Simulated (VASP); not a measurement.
# Cu (Fm-3m) in VASP: relaxation of cell and atoms with PBE

Aim: the relaxation of cell and atoms of Cu with PBE.

All numbers are computed with VASP 6.6.1; they aren't measurements. Logs are shortened: lines on timing, memory, paths and dates and some standing lists are left out, and cuts for length are marked.

## Step 1: The structure

It takes space group Fm-3m (No. 225, cubic). Conventional cell: a = 3.630 Å, b = 3.630 Å, c = 3.630 Å, α = 90.00°, β = 90.00°, γ = 90.00°. Cu (site symmetry m-3m) has 12 Cu at 2.57 Å as nearest neighbours.

The cell was built by a generator and needn't be a form met in nature.

## Step 2: Relaxation of cell and atoms, PBE

INCAR reads:

```
PREC = Accurate
ENCUT = 600
EDIFF = 1E-6
ISMEAR = 1
SIGMA = 0.2
LREAL = F
LASPH = T
NELM = 80
ALGO = Normal
ISIF = 3
LWAVE = F
LCHARG = F
GGA = PE
IBRION = 2
NSW = 60
EDIFFG = -0.005
KPAR = 4
```

KPOINTS reads:

```
regular mesh
0
Gamma
  12 12 12
```

POSCAR reads:

```
Cu
1.0
    0.0000000000      1.8150000000      1.8150000000
    1.8150000000      0.0000000000      1.8150000000
    1.8150000000      1.8150000000      0.0000000000
Cu
1
Direct
    0.0000000000      0.0000000000      0.0000000000
```

Potentials or basis: VASP PAW PBE potentials, release 64 (Cu).

On the command line:

```bash
$ cat potpaw_PBE.64/Cu/POTCAR > POTCAR
$ mpirun -np 4 vasp_std > vasp.out
```

OUTCAR:

```text
PREC = Accurate
   ENCUT = 600
   EDIFF = 1E-6
   ISMEAR = 1
   LREAL = F
   LASPH = T
   NELM = 80
   ISIF = 3
   GGA = PE
   IBRION = 2
   NSW = 60
   EDIFFG = -0.005

 ion  position               nearest neighbor table
   1  0.000  0.000  0.000-

  LATTYP: Found a face centered cubic cell.
 ALAT       =     3.6300000000

  Lattice vectors:

 A1 = (   0.0000000000,   1.8150000000,   1.8150000000)
 A2 = (   1.8150000000,   0.0000000000,   1.8150000000)
 A3 = (   1.8150000000,   1.8150000000,   0.0000000000)

Analysis of symmetry for initial positions (statically):
=====================================================================
 Subroutine PRICEL returns:
 Original cell was already a primitive cell.

 Routine SETGRP: Setting up the symmetry group for a
 face centered cubic supercell.

 Subroutine GETGRP returns: Found 48 space group operations
 (whereof 48 operations were pure point group operations)
 out of a pool of 48 trial point group operations.

The static configuration has the point symmetry O_h .

Analysis of symmetry for dynamics (positions and initial velocities):
=====================================================================
 Subroutine PRICEL returns:
 Original cell was already a primitive cell.

 Routine SETGRP: Setting up the symmetry group for a
 face centered cubic supercell.

 Subroutine GETGRP returns: Found 48 space group operations
 (whereof 48 operations were pure point group operations)
 out of a pool of 48 trial point group operations.

The dynamic configuration has the point symmetry O_h .

 Subroutine INISYM returns: Found 48 space group operations
 (whereof 48 operations are pure point group operations),
 and found     1 'primitive' translations

----------------------------------------------------------------------------------------

                                     Primitive cell

  volume of cell :      11.9580

  direct lattice vectors                    reciprocal lattice vectors
     0.000000000  1.815000000  1.815000000    -0.275482094  0.275482094  0.275482094
     1.815000000  0.000000000  1.815000000     0.275482094 -0.275482094  0.275482094
     1.815000000  1.815000000  0.000000000     0.275482094  0.275482094 -0.275482094

  length of vectors
     2.566797616  2.566797616  2.566797616     0.477148983  0.477148983  0.477148983

  position of ions in fractional coordinates (direct lattice)
     0.000000000  0.000000000  0.000000000

  ion indices of the primitive-cell ions
   primitive index   ion index
                 1           1

----------------------------------------------------------------------------------------

 KPOINTS: regular mesh

Automatic generation of k-mesh.
 Grid dimensions read from file:
 generate k-points for:   12   12   12

 Generating k-lattice:

  Cartesian coordinates                     Fractional coordinates (reciprocal lattice)
    -0.022956841  0.022956841  0.022956841     0.083333333  0.000000000  0.000000000
     0.022956841 -0.022956841  0.022956841     0.000000000  0.083333333  0.000000000
     0.022956841  0.022956841 -0.022956841     0.000000000  0.000000000  0.083333333

  Length of vectors
     0.039762415  0.039762415  0.039762415

  Shift w.r.t. Gamma in fractional coordinates (k-lattice)
     0.000000000  0.000000000  0.000000000

 Subroutine IBZKPT returns following result:
 ===========================================

 Found     72 irreducible k-points:

 Following reciprocal coordinates:
            Coordinates               Weight
  0.000000  0.000000  0.000000      1.000000
  0.083333  0.000000  0.000000      8.000000
  0.166667  0.000000  0.000000      8.000000
  0.250000  0.000000  0.000000      8.000000
  0.333333  0.000000  0.000000      8.000000
  0.416667  0.000000  0.000000      8.000000
[... 16 lines left out ...]
  0.500000  0.166667  0.000000     24.000000
 -0.416667  0.166667  0.000000     24.000000
 [... further k-points ...]
   k-points           NKPTS =     72   k-points in BZ     NKDIM =     72   number of bands    NBANDS=      9
   number of dos      NEDOS =    301   number of ions     NIONS =      1
   total plane-waves  NPLWV =  13824
   dimension x,y,z NGX =    24 NGY =   24 NGZ =   24
   dimension x,y,z NGXF=    48 NGYF=   48 NGZF=   48
   ions per type =               1
   NGX,Y,Z   is equivalent  to a cutoff of  15.54, 15.54, 15.54 a.u.
   NGXF,Y,Z  is equivalent  to a cutoff of  31.09, 31.09, 31.09 a.u.
 SYSTEM =  unknown system
   PREC   = accura    normal or accurate (medium, high low for compatibility)
   ISTART =      0    job   : 0-new  1-cont  2-samecut
   ICHARG =      2    charge: 1-file 2-atom 10-const
   ISPIN  =      1    spin polarized calculation?
   LNONCOLLINEAR =      F non collinear calculations
   LSORBIT =      F    spin-orbit coupling
   LASPH  =      T    aspherical Exc in radial PAW
   ENCUT  =  600.0 eV  44.10 Ry    6.64 a.u.   5.13  5.13  5.13*2*pi/ulx,y,z
   NELM   =     80;   NELMIN=  2; NELMDL= -5     # of ELM steps
   EDIFF  = 0.1E-05   stopping-criterion for ELM
   LREAL  =      F    real-space projection
   EDIFFG = -.5E-02   stopping-criterion for IOM
   NSW    =     60    number of steps for IOM
   IBRION =      2    ionic relax: 0-MD 1-quasi-New 2-CG
   NFREE  =      1    steps in history (QN), initial steepest desc. (CG)
   ISIF   =      3    stress and relaxation
   ISYM   =      2    0-nonsym 1-usesym 2-fastsym
   POTIM  = 0.5000    time-step for ionic-motion
   TEBEG  =    0.0;   TEEND  =   0.0 temperature during run
   PSTRESS=    0.0 pullay stress
   NELECT =      11.0000    total number of electrons
   NUPDOWN=      -1.0000    fix difference up-down
   EMIN   =  10.00;   EMAX   =-10.00  energy-range for DOS
   EFERMI =   0.00;   METHOD = LEGACY
   ISMEAR =     1;   SIGMA  =   0.20  broadening in eV -4-tet -1-fermi 0-gaus
   EFERMI_NEDOS =   21; number of points for ismear=-14 and -15
   IALGO  =     38    algorithm
   IMIX   =      4    mixing-type and parameters
     AMIX     =   0.40;   BMIX     =  1.00
     AMIX_MAG =   1.60;   BMIX_MAG =  1.00
  volume/ion in A,a.u.               =      11.96        80.70
  Fermi-wavevector in a.u.,A,eV,Ry     =   1.592157  3.008740 34.490258  2.534962
  Thomas-Fermi vector in A             =   2.690585
   LORBIT       =      0    0 simple, 1 ext, 2 COOP (PROOUT), +10 PAW based schemes
   GGA     = PE    functional components
   LHFCALC =     F    Hartree Fock is set to
   AEXX    =    0.0000 exact exchange contribution
   IVDW    =     0    specifies the selected vdW correction
   LEPSILON=     F    determine dielectric tensor
   LRPA    =     F    only Hartree local field effects (RPA)
 conjugate gradient relaxation of ions
 non-spin polarized calculation
 Methfessel and Paxton  Order N= 1 SIGMA  =   0.20
  energy-cutoff  :      600.00
  volume of cell :       11.96
 maximum number of plane-waves:       415
 NGX is ok and might be reduce to    24
   NGX = 11   NGY = 11   NGZ = 11

--------------------------------------- Ionic step        1  -------------------------------------------

 number of electron      10.9999998 magnetization

 Free energy of the ion-electron system (eV)
  ---------------------------------------------------
  ext. energy  EPLUGINS =         0.00000000
  ---------------------------------------------------
  free energy    TOTEN  =        -3.72353607 eV

  energy without entropy =       -3.72411863  energy(sigma->0) =       -3.72373025

------------------------ aborting loop because EDIFF is reached ----------------------------------------

  FORCE on cell =-STRESS in cart. coord.  units (eV):
  Direction    XX          YY          ZZ          XY          YZ          ZX
  --------------------------------------------------------------------------------------
  -------------------------------------------------------------------------------------
  Total        0.0344454      0.0344454      0.0344454     -0.0000000     -0.0000000      0.0000000
  in kB        4.6151021      4.6151021      4.6151021     -0.0000000     -0.0000000      0.0000000
  external PRESSURE =       4.6151021 kB  Pullay stress =       0.0000000 kB
[... 55 lines left out ...]
  energy  without entropy=       -3.7241167844  energy(sigma->0) =       -3.72375432

--------------------------------------- Ionic step        3  -------------------------------------------

 number of electron      10.9999998 magnetization

 Free energy of the ion-electron system (eV)
  ---------------------------------------------------
  ext. energy  EPLUGINS =         0.00000000
  ---------------------------------------------------
  free energy    TOTEN  =        -3.72358959 eV

  energy without entropy =       -3.72414793  energy(sigma->0) =       -3.72377571

 E-fermi :   7.2920     XC(G=0): -12.6369

 val. band max:        7.1309019352   @ k =   0.5000   0.1667   0.0833
 cond. band min:       7.3000468095   @ k =   0.4167   0.4167   0.0000
 fundamental gap:      0.1691448743
 Fermi energy:         7.2919729997

 k-point     1 :       0.0000    0.0000    0.0000
  band No.  band energies     occupation
      1      -1.8397      2.00000
      2       4.4096      2.00000
      3       4.4096      2.00000
      4       4.4096      2.00000
      5       5.2119      2.00000
      6       5.2119      2.00000
      7      29.8633      0.00000
      8      32.3873      0.00000
      9      32.3873      0.00000
[... 265 lines left out ...]
 k-point    24 :      -0.4167    0.1667    0.0000
  band No.  band energies     occupation
      1       2.8753      2.00000
      2       4.0669      2.00000
      3       4.5797      2.00000
      4       4.6594      2.00000
      5       5.6716      2.00000
      6       8.3849     -0.00000
      7      11.6404      0.00000
      8      21.9958      0.00000
      9      26.3603      0.00000

 [... further k-points ...]
[... 5 lines left out ...]
  --------------------------------------------------------------------------------------
  -------------------------------------------------------------------------------------
  Total        0.0016936      0.0016936      0.0016936     -0.0000000     -0.0000000      0.0000000
  in kB        0.2262018      0.2262018      0.2262018     -0.0000000     -0.0000000      0.0000000
  external PRESSURE =       0.2262018 kB  Pullay stress =       0.0000000 kB
[... 16 lines left out ...]
  FREE ENERGIE OF THE ION-ELECTRON SYSTEM (eV)
  ---------------------------------------------------
  free  energy   TOTEN  =        -3.7235895928 eV

  energy  without entropy=       -3.7241479310  energy(sigma->0) =       -3.72377571

 reached required accuracy - stopping structural energy minimisation
```

Wall time 9.8 s (4 MPI ranks of AMD EPYC 7R13 (Zen 3), shared host); peak memory 0.12 GiB.

Results:

* Free energy: -3.7236 eV
* Relaxed volume: 12.00 Å³/atom
* Relaxed cell: a = 2.569 Å, b = 2.569 Å, c = 2.569 Å, α = 60.00°, β = 60.00°, γ = 60.00°
* Space group after relaxing (to 0.05 Å): Fm-3m (No. 225)
* Energy gained by relaxing: 0.1 meV/atom
* Ionic steps: 3
* Pressure after relaxing: 0.0 GPa
* Band gap on the k mesh: none (metal or under the smearing width)

Final structure:
```cif
data_structure
_symmetry_space_group_name_H-M 'P 1'
_symmetry_Int_Tables_number 1
_cell_length_a 2.5695
_cell_length_b 2.5695
_cell_length_c 2.5695
_cell_angle_alpha 60.000
_cell_angle_beta 60.000
_cell_angle_gamma 60.000
_cell_volume 12.00
loop_
_atom_site_label
_atom_site_type_symbol
_atom_site_fract_x
_atom_site_fract_y
_atom_site_fract_z
_atom_site_occupancy
Cu1 Cu 0.00000 0.00000 0.00000 1
```
